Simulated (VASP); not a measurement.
# PbS (Fm-3m) in VASP: a series of runs

Aim: see how the results for PbS move with the level of theory and the settings. Levels: r2SCAN+rVV10, HSE06. Tasks: band structure.

Everything below comes from runs of VASP 6.6.1. Logs are shortened: lines on timing, memory, paths and dates and some standing lists are left out, and cuts for length are marked.

## 1. Starting point

Symmetry: Fm-3m, No. 225, cubic system. Conventional cell: a = 5.947 Å, b = 5.947 Å, c = 5.947 Å, α = 90.00°, β = 90.00°, γ = 90.00°. Around Pb (site symmetry m-3m) lie 6 S at 2.97 Å. S (site symmetry m-3m) has 6 Pb at 2.97 Å as nearest neighbours.

The cell was built by a generator and needn't be a form met in nature.

## 2. Band structure, r2SCAN+rVV10

Contents of INCAR:

```
SYSTEM = PbS
PREC = Accurate ; ENCUT = 520
EDIFF = 1E-7 ; ISMEAR = 0
SIGMA = 0.02 ; LREAL = .False.
LASPH = .True. ; NELM = 80
ALGO = Normal ; ISIF = 2
LWAVE = .False. ; LCHARG = .False.
METAGGA = R2SCAN ; LMIXTAU = .True.
LUSE_VDW = .True. ; IVDW_NL = 2
BPARAM = 11.95 ; CPARAM = 0.0093
NBANDS = 17 ; KPAR = 4
```

Contents of KPOINTS:

```
Automatic mesh
0
Gamma
  10 10 10
  0 0 0
```

Contents of POSCAR:

```
PbS                                     
1.0
    0.0000000000      2.9734091263      2.9734091263
    2.9734091263      0.0000000000      2.9734091263
    2.9734091263      2.9734091263      0.0000000000
  Pb              S             
     1     1
Direct
     0.0000000000000000    0.0000000000000000    0.0000000000000000
     0.5000000000000000    0.5000000000000000    0.5000000000000000
```

Contents of KPOINTS_OPT:

```
path GXWKGLUWLK,UX
15
line-mode
reciprocal
 0.0000000000  0.0000000000  0.0000000000  G
 0.5000000000  0.0000000000  0.5000000000  X

 0.5000000000  0.0000000000  0.5000000000  X
 0.5000000000  0.2500000000  0.7500000000  W

 0.5000000000  0.2500000000  0.7500000000  W
 0.3750000000  0.3750000000  0.7500000000  K

 0.3750000000  0.3750000000  0.7500000000  K
 0.0000000000  0.0000000000  0.0000000000  G

 0.0000000000  0.0000000000  0.0000000000  G
 0.5000000000  0.5000000000  0.5000000000  L

 0.5000000000  0.5000000000  0.5000000000  L
 0.6250000000  0.2500000000  0.6250000000  U

 0.6250000000  0.2500000000  0.6250000000  U
 0.5000000000  0.2500000000  0.7500000000  W

 0.5000000000  0.2500000000  0.7500000000  W
 0.5000000000  0.5000000000  0.5000000000  L

 0.5000000000  0.5000000000  0.5000000000  L
 0.3750000000  0.3750000000  0.7500000000  K

 0.6250000000  0.2500000000  0.6250000000  U
 0.5000000000  0.0000000000  0.5000000000  X
```

Potentials or basis: VASP PAW PBE potentials, release 64 (Pb_d, S).

The run is started by

```
$ cat potpaw_PBE.64/Pb_d/POTCAR potpaw_PBE.64/S/POTCAR > POTCAR
$ mpirun -np 4 vasp_std > vasp.out
```

OUTCAR:

```text
SYSTEM = PbS
   PREC = Accurate
   ENCUT = 520
   EDIFF = 1E-7
   ISMEAR = 0
   LREAL = .False.
   LASPH = .True.
   NELM = 80
   ISIF = 2
   METAGGA = R2SCAN
   IVDW_NL = 2
   BPARAM = 11.95

 ion  position               nearest neighbor table
   1  0.000  0.000  0.000-   2 2.97   2 2.97   2 2.97   2 2.97   2 2.97   2 2.97
   2  0.500  0.500  0.500-   1 2.97   1 2.97   1 2.97   1 2.97   1 2.97   1 2.97

  LATTYP: Found a face centered cubic cell.
 ALAT       =     5.9468182526

  Lattice vectors:

 A1 = (   0.0000000000,   2.9734091263,   2.9734091263)
 A2 = (   2.9734091263,   0.0000000000,   2.9734091263)
 A3 = (   2.9734091263,   2.9734091263,   0.0000000000)

Analysis of symmetry for initial positions (statically):
=====================================================================
 Subroutine PRICEL returns:
 Original cell was already a primitive cell.

 Routine SETGRP: Setting up the symmetry group for a
 face centered cubic supercell.

 Subroutine GETGRP returns: Found 48 space group operations
 (whereof 48 operations were pure point group operations)
 out of a pool of 48 trial point group operations.

The static configuration has the point symmetry O_h .

Analysis of symmetry for dynamics (positions and initial velocities):
=====================================================================
 Subroutine PRICEL returns:
 Original cell was already a primitive cell.

 Routine SETGRP: Setting up the symmetry group for a
 face centered cubic supercell.

 Subroutine GETGRP returns: Found 48 space group operations
 (whereof 48 operations were pure point group operations)
 out of a pool of 48 trial point group operations.

The dynamic configuration has the point symmetry O_h .

 Subroutine INISYM returns: Found 48 space group operations
 (whereof 48 operations are pure point group operations),
 and found     1 'primitive' translations

----------------------------------------------------------------------------------------

                                     Primitive cell

  volume of cell :      52.5768

  direct lattice vectors                    reciprocal lattice vectors
     0.000000000  2.973409126  2.973409126    -0.168157148  0.168157148  0.168157148
     2.973409126  0.000000000  2.973409126     0.168157148 -0.168157148  0.168157148
     2.973409126  2.973409126  0.000000000     0.168157148  0.168157148 -0.168157148

  length of vectors
     4.205035513  4.205035513  4.205035513     0.291256725  0.291256725  0.291256725

  position of ions in fractional coordinates (direct lattice)
     0.000000000  0.000000000  0.000000000
     0.500000000  0.500000000  0.500000000

  ion indices of the primitive-cell ions
   primitive index   ion index
                 1           1
                 2           2

----------------------------------------------------------------------------------------

 KPOINTS: Automatic mesh

Automatic generation of k-mesh.
 Grid dimensions read from file:
 generate k-points for:   10   10   10

 Generating k-lattice:

  Cartesian coordinates                     Fractional coordinates (reciprocal lattice)
    -0.016815715  0.016815715  0.016815715     0.100000000  0.000000000  0.000000000
     0.016815715 -0.016815715  0.016815715     0.000000000  0.100000000  0.000000000
     0.016815715  0.016815715 -0.016815715     0.000000000  0.000000000  0.100000000

  Length of vectors
     0.029125672  0.029125672  0.029125672

  Shift w.r.t. Gamma in fractional coordinates (k-lattice)
     0.000000000  0.000000000  0.000000000

 Subroutine IBZKPT returns following result:
 ===========================================

 Found     47 irreducible k-points:

 Following reciprocal coordinates:
            Coordinates               Weight
  0.000000  0.000000  0.000000      1.000000
  0.100000  0.000000  0.000000      8.000000
  0.200000  0.000000  0.000000      8.000000
  0.300000  0.000000  0.000000      8.000000
  0.400000  0.000000  0.000000      8.000000
  0.500000  0.000000  0.000000      4.000000
[... 16 lines left out ...]
  0.300000  0.300000  0.000000      6.000000
  0.400000  0.300000  0.000000     24.000000
 [... further k-points ...]
   k-points           NKPTS =     47   k-points in BZ     NKDIM =     47   number of bands    NBANDS=     17
   number of dos      NEDOS =    301   number of ions     NIONS =      2
   total plane-waves  NPLWV =  32768
   dimension x,y,z NGX =    32 NGY =   32 NGZ =   32
   dimension x,y,z NGXF=    64 NGYF=   64 NGZF=   64
   ions per type =               1   1
   NGX,Y,Z   is equivalent  to a cutoff of  12.65, 12.65, 12.65 a.u.
   NGXF,Y,Z  is equivalent  to a cutoff of  25.30, 25.30, 25.30 a.u.
 SYSTEM =  PbS
   PREC   = accura    normal or accurate (medium, high low for compatibility)
   ISTART =      0    job   : 0-new  1-cont  2-samecut
   ICHARG =      2    charge: 1-file 2-atom 10-const
   ISPIN  =      1    spin polarized calculation?
   LNONCOLLINEAR =      F non collinear calculations
   LSORBIT =      F    spin-orbit coupling
   LASPH  =      T    aspherical Exc in radial PAW
   ENCUT  =  520.0 eV  38.22 Ry    6.18 a.u.   7.82  7.82  7.82*2*pi/ulx,y,z
   NELM   =     80;   NELMIN=  2; NELMDL= -5     # of ELM steps
   EDIFF  = 0.1E-06   stopping-criterion for ELM
   LREAL  =      F    real-space projection
   EDIFFG = 0.1E-05   stopping-criterion for IOM
   NSW    =      0    number of steps for IOM
   IBRION =     -1    ionic relax: 0-MD 1-quasi-New 2-CG
   NFREE  =      0    steps in history (QN), initial steepest desc. (CG)
   ISIF   =      2    stress and relaxation
   ISYM   =      2    0-nonsym 1-usesym 2-fastsym
   POTIM  = 0.5000    time-step for ionic-motion
   TEBEG  =    0.0;   TEEND  =   0.0 temperature during run
   PSTRESS=    0.0 pullay stress
   NELECT =      20.0000    total number of electrons
   NUPDOWN=      -1.0000    fix difference up-down
   EMIN   =  10.00;   EMAX   =-10.00  energy-range for DOS
   EFERMI =   0.00;   METHOD = LEGACY
   ISMEAR =     0;   SIGMA  =   0.02  broadening in eV -4-tet -1-fermi 0-gaus
   EFERMI_NEDOS =   21; number of points for ismear=-14 and -15
   IALGO  =     38    algorithm
   IMIX   =      4    mixing-type and parameters
     AMIX     =   0.40;   BMIX     =  1.00
     AMIX_MAG =   1.60;   BMIX_MAG =  1.00
  volume/ion in A,a.u.               =      26.29       177.40
  Fermi-wavevector in a.u.,A,eV,Ry     =   1.186188  2.241570 19.143965  1.407042
  Thomas-Fermi vector in A             =   2.322366
   LORBIT       =      0    0 simple, 1 ext, 2 COOP (PROOUT), +10 PAW based schemes
   METAGGA = R2SCAN    functional components
   LHFCALC =     F    Hartree Fock is set to
   AEXX    =    0.0000 exact exchange contribution
   IVDW_NL    =     2    kernel type
   BPARAM     =11.9500
   IVDW    =     0    specifies the selected vdW correction
   LEPSILON=     F    determine dielectric tensor
   LRPA    =     F    only Hartree local field effects (RPA)
 non-spin polarized calculation
 Gauss-broadening in eV      SIGMA  =   0.02
  energy-cutoff  :      520.00
  volume of cell :       52.58
 maximum number of plane-waves:      1428
   NGX = 15   NGY = 15   NGZ = 15

 number of electron      19.9999999 magnetization

 Free energy of the ion-electron system (eV)
  ---------------------------------------------------
  ext. energy  EPLUGINS =         0.00000000
  ---------------------------------------------------
  free energy    TOTEN  =       -65.10631570 eV

  energy without entropy =      -65.10631570  energy(sigma->0) =      -65.10631570

 E-fermi :   5.6925     XC(G=0): -10.2697

 val. band max:        5.5852209917   @ k =   0.5000   0.0000   0.0000
 cond. band min:       6.1901213019   @ k =   0.5000   0.0000   0.0000
 fundamental gap:      0.6049003102
 Fermi energy:         5.6924504105

 k-point     1 :       0.0000    0.0000    0.0000
  band No.  band energies     occupation
      1     -11.8218      2.00000
      2     -11.8218      2.00000
      3     -11.8218      2.00000
      4     -11.8064      2.00000
      5     -11.8064      2.00000
      6      -8.5654      2.00000
[... 9 lines left out ...]
     16      12.6997      0.00000
     17      14.5607      0.00000

 k-point     2 :       0.1000    0.0000    0.0000
  band No.  band energies     occupation
      1     -11.8214      2.00000
      2     -11.8196      2.00000
      3     -11.8196      2.00000
      4     -11.8075      2.00000
      5     -11.8075      2.00000
      6      -8.4787      2.00000
[... 9 lines left out ...]
     16      12.9593      0.00000
     17      15.4537      0.00000

 k-point     3 :       0.2000    0.0000    0.0000
  band No.  band energies     occupation
      1     -11.8221      2.00000
      2     -11.8221      2.00000
      3     -11.8203      2.00000
      4     -11.8019      2.00000
      5     -11.8019      2.00000
      6      -8.2310      2.00000
[... 9 lines left out ...]
     16      13.5559      0.00000
     17      17.0775      0.00000

 k-point     4 :       0.3000    0.0000    0.0000
  band No.  band energies     occupation
      1     -11.8309      2.00000
      2     -11.8309      2.00000
      3     -11.8194      2.00000
      4     -11.7892      2.00000
      5     -11.7892      2.00000
      6      -7.8677      2.00000
[... 9 lines left out ...]
     16      14.4339      0.00000
     17      18.4423      0.00000

 k-point     5 :       0.4000    0.0000    0.0000
  band No.  band energies     occupation
      1     -11.8386      2.00000
      2     -11.8386      2.00000
      3     -11.8189      2.00000
      4     -11.7783      2.00000
      5     -11.7783      2.00000
      6      -7.4991      2.00000
[... 9 lines left out ...]
     16      15.5013      0.00000
     17      17.5268      0.00000

 k-point     6 :       0.5000    0.0000    0.0000
  band No.  band energies     occupation
      1     -11.8416      2.00000
      2     -11.8416      2.00000
      3     -11.8188      2.00000
      4     -11.7741      2.00000
      5     -11.7741      2.00000
      6      -7.3293      2.00000
[... 9 lines left out ...]
     16      16.1989      0.00000
     17      16.5758      0.00000
[... 281 lines left out ...]
 k-point    21 :      -0.3000    0.2000    0.0000
  band No.  band energies     occupation
      1     -11.8573      2.00000
      2     -11.8272      2.00000
      3     -11.8096      2.00000
      4     -11.7894      2.00000
      5     -11.7883      2.00000
      6      -7.3794      2.00000
[... 9 lines left out ...]
     16      15.9913      0.00000
     17      17.2361      0.00000

 k-point    22 :      -0.2000    0.2000    0.0000
  band No.  band energies     occupation
      1     -11.8388      2.00000
      2     -11.8258      2.00000
      3     -11.8155      2.00000
      4     -11.7999      2.00000
      5     -11.7886      2.00000
      6      -7.7330      2.00000
[... 9 lines left out ...]
     16      15.9678      0.00000
     17      16.3312      0.00000

 k-point    23 :       0.3000    0.3000    0.0000
  band No.  band energies     occupation
      1     -11.8987      2.00000
      2     -11.8380      2.00000
      3     -11.7899      2.00000
      4     -11.7836      2.00000
      5     -11.7836      2.00000
      6      -7.5942      2.00000
[... 9 lines left out ...]
     16      16.6322      0.00000
     17      16.9743      0.00000

 k-point    24 :       0.4000    0.3000    0.0000
  band No.  band energies     occupation
      1     -11.9211      2.00000
      2     -11.8379      2.00000
      3     -11.7929      2.00000
      4     -11.7773      2.00000
      5     -11.7726      2.00000
      6      -7.3005      2.00000
[... 9 lines left out ...]
     16      17.1275      0.00000
     17      17.7449      0.00000

 [... further k-points ...]

------------------------ aborting loop because EDIFF is reached ----------------------------------------

  FORCE on cell =-STRESS in cart. coord.  units (eV):
  Direction    XX          YY          ZZ          XY          YZ          ZX
  --------------------------------------------------------------------------------------
  -------------------------------------------------------------------------------------
  Total       -0.0144395     -0.0144395     -0.0144395      0.0000000      0.0000000      0.0000000
  in kB       -0.4400157     -0.4400157     -0.4400157      0.0000000      0.0000000      0.0000000
  external PRESSURE =      -0.4400157 kB  Pullay stress =       0.0000000 kB

 VOLUME and BASIS-vectors are now :
 -----------------------------------------------------------------------------
  energy-cutoff  :      520.00
  volume of cell :       52.58
      direct lattice vectors                 reciprocal lattice vectors
     0.000000000  2.973409126  2.973409126    -0.168157148  0.168157148  0.168157148
     2.973409126  0.000000000  2.973409126     0.168157148 -0.168157148  0.168157148
     2.973409126  2.973409126  0.000000000     0.168157148  0.168157148 -0.168157148

 POSITION                                       TOTAL-FORCE (eV/Angst)
 -----------------------------------------------------------------------------------
      0.00000      0.00000      0.00000         0.000000      0.000000     -0.000000
      2.97341      2.97341      2.97341         0.000000      0.000000      0.000000
 -----------------------------------------------------------------------------------
    total drift:                                0.000000     -0.000000     -0.000000

  FREE ENERGIE OF THE ION-ELECTRON SYSTEM (eV)
  ---------------------------------------------------
  free  energy   TOTEN  =       -65.1063156967 eV

  energy  without entropy=      -65.1063156967  energy(sigma->0) =      -65.10631570
```

It took 82 s on 4 MPI ranks of Intel Xeon 6975P-C (Granite Rapids), shared host; peak memory 0.35 GiB.

Results:

```yaml
Free_energy: -65.1063 eV
Pressure: 0.0 GPa
Band_gap_on_the_k_mesh: 0.60 eV, direct
Band_gap_along_the_path: 0.60 eV, direct
```

Levels at the corners of the path, in eV from the valence-band top:
```
point  band 8  band 9  band 10  band 11  band 12  band 13
    Γ   -2.29   -2.29    -2.29     5.53     5.53     5.53
    X   -5.34   -3.57    -3.57     4.11     5.96     6.05
    X   -5.34   -3.57    -3.57     4.11     5.96     6.05
    W   -4.56   -4.56    -1.10     2.46     4.98     4.98
    W   -4.56   -4.56    -1.10     2.46     4.98     4.98
    K   -4.92   -3.06    -2.55     3.60     4.42     5.40
    K   -4.92   -3.06    -2.55     3.60     4.42     5.40
    Γ   -2.29   -2.29    -2.29     5.53     5.53     5.53
    Γ   -2.29   -2.29    -2.29     5.53     5.53     5.53
    L   -1.90   -1.90     0.00     0.60     2.19     2.19
    L   -1.90   -1.90     0.00     0.60     2.19     2.19
    U   -4.92   -3.06    -2.55     3.60     4.42     5.40
    U   -4.92   -3.06    -2.55     3.60     4.42     5.40
    W   -4.56   -4.56    -1.10     2.46     4.98     4.98
    W   -4.56   -4.56    -1.10     2.46     4.98     4.98
    L   -1.90   -1.90     0.00     0.60     2.19     2.19
    L   -1.90   -1.90     0.00     0.60     2.19     2.19
    K   -4.92   -3.06    -2.55     3.60     4.42     5.40
    U   -4.92   -3.06    -2.55     3.60     4.42     5.40
    X   -5.34   -3.57    -3.57     4.11     5.96     6.05
```

Caveat: the PAW data sets were made with another functional, which shifts forces and pressure a little; spin-orbit coupling is left out, which as a rule narrows the gap of such compounds by several tenths of an eV.

[end of part 1 of 2]
